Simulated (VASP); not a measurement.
# Si (P6_3/mmc) in VASP: single point with r2SCAN

Aim: the single point of Si with r2SCAN.

Program: VASP 6.6.1. These are calculated values, not measurements. Logs are shortened: lines on timing, memory, paths and dates and some standing lists are left out, and cuts for length are marked.

**1. The structure**

The structure is hexagonal, space group P6_3/mmc (No. 194). The conventional cell has a = 3.831 Å, b = 3.831 Å, c = 6.333 Å, α = 90.00°, β = 90.00°, γ = 120.00°. Around Si (site symmetry 3m) lie 4 Si at 2.35 to 2.37 Å.

This isn't the form of Si at room conditions, which is diamond.

**2. Single point, r2SCAN**

The input, POSCAR:

```
Si
1.0
    3.8313174605      0.0000000000      0.0000000000
   -1.9156587303      3.3180182508      0.0000000000
    0.0000000000      0.0000000000      6.3326220002
Si
4
Direct
    0.3333333333      0.6666666667      0.0630095000
    0.6666666667      0.3333333333      0.5630095000
    0.3333333333      0.6666666667      0.4369905000
    0.6666666667      0.3333333333      0.9369905000
```

The input, INCAR.step1:

```
  PREC = Accurate
  ENCUT = 520
  ISMEAR = -1
  SIGMA = 0.03
  LREAL = False
  LASPH = True
  NELM = 100
  NBANDS = 16
  GGA = PE
  ALGO = Normal
  EDIFF = 1E-4
  LWAVE = True
  LCHARG = False
```

The input, INCAR.step2:

```
  PREC = Accurate
  ENCUT = 520
  EDIFF = 1E-6
  ISMEAR = -1
  SIGMA = 0.03
  LREAL = False
  LASPH = True
  NELM = 100
  ALGO = Normal
  ISIF = 2
  LWAVE = False
  LCHARG = False
  METAGGA = R2SCAN
  LMIXTAU = True
  NBANDS = 16
  ISTART = 1
```

The input, KPOINTS:

```
Automatic mesh
0
Gamma
  7 7 4
```

Potentials or basis: VASP PAW PBE potentials, release 64 (Si).

Command:

```sh
$ cat potpaw_PBE.64/Si/POTCAR > POTCAR
$ cp INCAR.step1 INCAR
$ mpirun -np 1 vasp_std > vasp.out
$ cp INCAR.step2 INCAR
$ mpirun -np 1 vasp_std > vasp.out
```

OUTCAR:

```text
PREC = Accurate
   ENCUT = 520
   EDIFF = 1E-6
   ISMEAR = -1
   LREAL = False
   LASPH = True
   NELM = 100
   ISIF = 2
   METAGGA = R2SCAN
   ISTART = 1

 ion  position               nearest neighbor table
   1  0.333  0.667  0.063-   4 2.35   4 2.35   4 2.35   3 2.37
   2  0.667  0.333  0.563-   3 2.35   3 2.35   3 2.35   4 2.37
   3  0.333  0.667  0.437-   2 2.35   2 2.35   2 2.35   1 2.37
   4  0.667  0.333  0.937-   1 2.35   1 2.35   1 2.35   2 2.37

  LATTYP: Found a hexagonal cell.
 ALAT       =     3.8313174605
 C/A-ratio  =     1.6528575524

  Lattice vectors:

 A1 = (   3.8313174605,   0.0000000000,   0.0000000000)
 A2 = (  -1.9156587303,   3.3180182508,   0.0000000000)
 A3 = (   0.0000000000,   0.0000000000,   6.3326220002)

Analysis of symmetry for initial positions (statically):
=====================================================================
 Subroutine PRICEL returns:
 Original cell was already a primitive cell.

 Routine SETGRP: Setting up the symmetry group for a
 hexagonal supercell.

 Subroutine GETGRP returns: Found 24 space group operations
 (whereof 12 operations were pure point group operations)
 out of a pool of 24 trial point group operations.

The static configuration has the point symmetry D_3d.
 The point group associated with its full space group is D_6h.

Analysis of symmetry for dynamics (positions and initial velocities):
=====================================================================
 Subroutine PRICEL returns:
 Original cell was already a primitive cell.

 Routine SETGRP: Setting up the symmetry group for a
 hexagonal supercell.

 Subroutine GETGRP returns: Found 24 space group operations
 (whereof 12 operations were pure point group operations)
 out of a pool of 24 trial point group operations.

The dynamic configuration has the point symmetry D_3d.
 The point group associated with its full space group is D_6h.

 Subroutine INISYM returns: Found 24 space group operations
 (whereof 12 operations are pure point group operations),
 and found     1 'primitive' translations

----------------------------------------------------------------------------------------

                                     Primitive cell

  volume of cell :      80.5027

  direct lattice vectors                    reciprocal lattice vectors
     3.831317461  0.000000000  0.000000000     0.261006823  0.150692360  0.000000000
    -1.915658730  3.318018251  0.000000000     0.000000000  0.301384720  0.000000000
     0.000000000  0.000000000  6.332622000     0.000000000  0.000000000  0.157912473

  length of vectors
     3.831317461  3.831317461  6.332622000     0.301384720  0.301384720  0.157912473

  position of ions in fractional coordinates (direct lattice)
     0.333333333  0.666666667  0.063009500
     0.666666667  0.333333333  0.563009500
     0.333333333  0.666666667  0.436990500
     0.666666667  0.333333333  0.936990500

  ion indices of the primitive-cell ions
   primitive index   ion index
                 1           1
                 2           2
                 3           3
                 4           4

----------------------------------------------------------------------------------------

 KPOINTS: Automatic mesh

Automatic generation of k-mesh.
 Grid dimensions read from file:
 generate k-points for:    7    7    4

 Generating k-lattice:

  Cartesian coordinates                     Fractional coordinates (reciprocal lattice)
     0.037286689  0.021527480  0.000000000     0.142857143  0.000000000  0.000000000
     0.000000000  0.043054960  0.000000000     0.000000000  0.142857143  0.000000000
     0.000000000  0.000000000  0.039478118     0.000000000  0.000000000  0.250000000

  Length of vectors
     0.043054960  0.043054960  0.039478118

  Shift w.r.t. Gamma in fractional coordinates (k-lattice)
     0.000000000  0.000000000  0.000000000

 Subroutine IBZKPT returns following result:
 ===========================================

 Found     24 irreducible k-points:

 Following reciprocal coordinates:
            Coordinates               Weight
  0.000000  0.000000  0.000000      1.000000
  0.142857  0.000000  0.000000      6.000000
  0.285714  0.000000  0.000000      6.000000
  0.428571 -0.000000  0.000000      6.000000
  0.142857  0.142857  0.000000      6.000000
  0.285714  0.142857  0.000000     12.000000
[... 16 lines left out ...]
  0.428571  0.142857  0.500000      6.000000
  0.285714  0.285714  0.500000      6.000000
   k-points           NKPTS =     24   k-points in BZ     NKDIM =     24   number of bands    NBANDS=     16
   number of dos      NEDOS =    301   number of ions     NIONS =      4
   total plane-waves  NPLWV =  37632
   dimension x,y,z NGX =    28 NGY =   28 NGZ =   48
   dimension x,y,z NGXF=    56 NGYF=   56 NGZF=   96
   ions per type =               4
   NGX,Y,Z   is equivalent  to a cutoff of  12.15, 12.15, 12.60 a.u.
   NGXF,Y,Z  is equivalent  to a cutoff of  24.30, 24.30, 25.20 a.u.
 SYSTEM =  unknown system
   PREC   = accura    normal or accurate (medium, high low for compatibility)
   ISTART =      1    job   : 0-new  1-cont  2-samecut
   ICHARG =      0    charge: 1-file 2-atom 10-const
   ISPIN  =      1    spin polarized calculation?
   LNONCOLLINEAR =      F non collinear calculations
   LSORBIT =      F    spin-orbit coupling
   LASPH  =      T    aspherical Exc in radial PAW
   ENCUT  =  520.0 eV  38.22 Ry    6.18 a.u.   7.12  7.12 11.77*2*pi/ulx,y,z
   NELM   =    100;   NELMIN=  2; NELMDL=  0     # of ELM steps
   EDIFF  = 0.1E-05   stopping-criterion for ELM
   LREAL  =      F    real-space projection
   EDIFFG = 0.1E-04   stopping-criterion for IOM
   NSW    =      0    number of steps for IOM
   IBRION =     -1    ionic relax: 0-MD 1-quasi-New 2-CG
   NFREE  =      0    steps in history (QN), initial steepest desc. (CG)
   ISIF   =      2    stress and relaxation
   ISYM   =      2    0-nonsym 1-usesym 2-fastsym
   POTIM  = 0.5000    time-step for ionic-motion
   TEBEG  =    0.0;   TEEND  =   0.0 temperature during run
   PSTRESS=    0.0 pullay stress
   NELECT =      16.0000    total number of electrons
   NUPDOWN=      -1.0000    fix difference up-down
   EMIN   =  10.00;   EMAX   =-10.00  energy-range for DOS
   EFERMI =   0.00;   METHOD = LEGACY
   ISMEAR =    -1;   SIGMA  =   0.03  broadening in eV -4-tet -1-fermi 0-gaus
   EFERMI_NEDOS =   21; number of points for ismear=-14 and -15
   IALGO  =     38    algorithm
   IMIX   =      4    mixing-type and parameters
     AMIX     =   0.40;   BMIX     =  1.00
     AMIX_MAG =   1.60;   BMIX_MAG =  1.00
  volume/ion in A,a.u.               =      20.13       135.81
  Fermi-wavevector in a.u.,A,eV,Ry     =   0.955384  1.805414 12.418837  0.912759
  Thomas-Fermi vector in A             =   2.084217
   LORBIT       =      0    0 simple, 1 ext, 2 COOP (PROOUT), +10 PAW based schemes
   METAGGA = R2SCAN    functional components
   LHFCALC =     F    Hartree Fock is set to
   AEXX    =    0.0000 exact exchange contribution
   IVDW    =     0    specifies the selected vdW correction
   LEPSILON=     F    determine dielectric tensor
   LRPA    =     F    only Hartree local field effects (RPA)
 non-spin polarized calculation
  energy-cutoff  :      520.00
  volume of cell :       80.50
 maximum number of plane-waves:      2178
   NGX = 15   NGY = 15   NGZ = 23

 number of electron      15.9999999 magnetization

 Free energy of the ion-electron system (eV)
  ---------------------------------------------------
  ext. energy  EPLUGINS =         0.00000000
  ---------------------------------------------------
  free energy    TOTEN  =       -35.04021434 eV

  energy without entropy =      -35.04021401  energy(sigma->0) =      -35.04021418

 E-fermi :   6.2783     XC(G=0):  -9.8293

 val. band max:        5.9556958033   @ k =   0.0000   0.0000   0.0000
 cond. band min:       6.6341928007   @ k =   0.4286  -0.0000   0.0000
 fundamental gap:      0.6784969973
 Fermi energy:         6.2782808394

 k-point     1 :       0.0000    0.0000    0.0000
  band No.  band energies     occupation
      1      -6.8166      2.00000
      2      -4.4140      2.00000
      3      -1.5725      2.00000
      4       4.3444      2.00000
      5       4.3444      2.00000
      6       5.5845      2.00000
[... 8 lines left out ...]
     15      10.4083      0.00000
     16      12.2272      0.00000

 k-point     2 :       0.1429    0.0000    0.0000
  band No.  band energies     occupation
      1      -6.5674      2.00000
      2      -4.1586      2.00000
      3      -1.4522      2.00000
      4       2.7861      2.00000
      5       3.8935      2.00000
      6       4.4519      2.00000
[... 8 lines left out ...]
     15      11.3197      0.00000
     16      11.7886      0.00000

 k-point     3 :       0.2857    0.0000    0.0000
  band No.  band energies     occupation
      1      -5.8432      2.00000
      2      -3.4115      2.00000
      3      -1.4619      2.00000
      4       1.0424      2.00000
      5       2.1245      2.00000
      6       3.1955      2.00000
[... 8 lines left out ...]
     15      12.7902      0.00000
     16      13.2090      0.00000

 k-point     4 :       0.4286   -0.0000    0.0000
  band No.  band energies     occupation
      1      -4.8082      2.00000
      2      -2.5169      2.00000
      3      -2.3196      2.00000
      4       0.1609      2.00000
      5       0.9643      2.00000
      6       2.7819      2.00000
[... 8 lines left out ...]
     15      12.8636      0.00000
     16      14.5933      0.00000

 k-point     5 :       0.1429    0.1429    0.0000
  band No.  band energies     occupation
      1      -6.0789      2.00000
      2      -3.6557      2.00000
      3      -1.3644      2.00000
      4       1.5584      2.00000
      5       2.8366      2.00000
      6       2.8981      2.00000
[... 8 lines left out ...]
     15      11.0390      0.00000
     16      12.4395      0.00000

 k-point     6 :       0.2857    0.1429    0.0000
  band No.  band energies     occupation
      1      -5.1613      2.00000
      2      -2.6992      2.00000
      3      -1.9636      2.00000
      4       0.9879      2.00000
      5       0.9906      2.00000
      6       1.9700      2.00000
[... 8 lines left out ...]
     15      13.0104      0.00000
     16      13.3236      0.00000
[... 267 lines left out ...]
 k-point    21 :       0.1429    0.1429    0.5000
  band No.  band energies     occupation
      1      -5.2571      2.00000
      2      -5.2571      2.00000
      3       0.9584      2.00000
      4       0.9584      2.00000
      5       3.0340      2.00000
      6       3.0340      2.00000
[... 8 lines left out ...]
     15      12.0424      0.00000
     16      12.0424      0.00000

 k-point    22 :       0.2857    0.1429    0.5000
  band No.  band energies     occupation
      1      -4.3651      2.00000
      2      -4.3651      2.00000
      3      -0.5523      2.00000
      4      -0.5523      2.00000
      5       2.5948      2.00000
      6       2.5948      2.00000
[... 8 lines left out ...]
     15      12.4976      0.00000
     16      12.4976      0.00000

 k-point    23 :       0.4286    0.1429    0.5000
  band No.  band energies     occupation
      1      -3.6225      2.00000
      2      -3.6225      2.00000
      3      -1.6045      2.00000
      4      -1.6045      2.00000
      5       2.2951      2.00000
      6       2.2951      2.00000
[... 8 lines left out ...]
     15      14.8225      0.00000
     16      14.8225      0.00000

 k-point    24 :       0.2857    0.2857    0.5000
  band No.  band energies     occupation
      1      -3.4760      2.00000
      2      -3.4760      2.00000
      3      -1.5081      2.00000
      4      -1.5081      2.00000
      5       1.4995      2.00000
      6       1.4995      2.00000
[... 8 lines left out ...]
     15      12.2067      0.00000
     16      12.2067      0.00000

------------------------ aborting loop because EDIFF is reached ----------------------------------------

  FORCE on cell =-STRESS in cart. coord.  units (eV):
  Direction    XX          YY          ZZ          XY          YZ          ZX
  --------------------------------------------------------------------------------------
  -------------------------------------------------------------------------------------
  Total       -0.0359964     -0.0359964      0.0216415      0.0000000      0.0000000      0.0000000
  in kB       -0.7164052     -0.7164052      0.4307134      0.0000000      0.0000000      0.0000000
  external PRESSURE =      -0.3340323 kB  Pullay stress =       0.0000000 kB

 VOLUME and BASIS-vectors are now :
 -----------------------------------------------------------------------------
  energy-cutoff  :      520.00
  volume of cell :       80.50
      direct lattice vectors                 reciprocal lattice vectors
     3.831317461  0.000000000  0.000000000     0.261006823  0.150692360  0.000000000
    -1.915658730  3.318018251  0.000000000     0.000000000  0.301384720  0.000000000
     0.000000000  0.000000000  6.332622000     0.000000000  0.000000000  0.157912473

 POSITION                                       TOTAL-FORCE (eV/Angst)
 -----------------------------------------------------------------------------------
     -0.00000      2.21201      0.39902         0.000000     -0.000000     -0.007085
      1.91566      1.10601      3.56533        -0.000000      0.000000     -0.007085
     -0.00000      2.21201      2.76730        -0.000000      0.000000      0.007085
      1.91566      1.10601      5.93361         0.000000      0.000000      0.007085
 -----------------------------------------------------------------------------------
    total drift:                                0.000000     -0.000000      0.000000

  FREE ENERGIE OF THE ION-ELECTRON SYSTEM (eV)
  ---------------------------------------------------
  free  energy   TOTEN  =       -35.0402143379 eV

  energy  without entropy=      -35.0402140148  energy(sigma->0) =      -35.04021418
```

It took 34 s on 1 thread of Intel Xeon 6975P-C (Granite Rapids), shared host; peak memory 0.19 GiB.

What came out:

* Free energy: -35.0402 eV
* Pressure: 0.0 GPa
* Largest force: 0.007 eV/Å
* Band gap on the k mesh: 0.68 eV, indirect (least direct gap 1.37 eV)

Forces in eV/Å, atoms in the order of the input:
```
Si   0.000  0.000 -0.007
Si   0.000  0.000 -0.007
Si   0.000  0.000  0.007
Si   0.000  0.000  0.007
```

Stress tensor (GPa, compression positive):
```
-0.07  0.00  0.00
 0.00 -0.07  0.00
 0.00  0.00  0.04
```

Caveat: the PAW data sets were made with another functional, which shifts forces and pressure a little; an odd mesh through Γ misses points on the zone boundary, where band edges often lie.
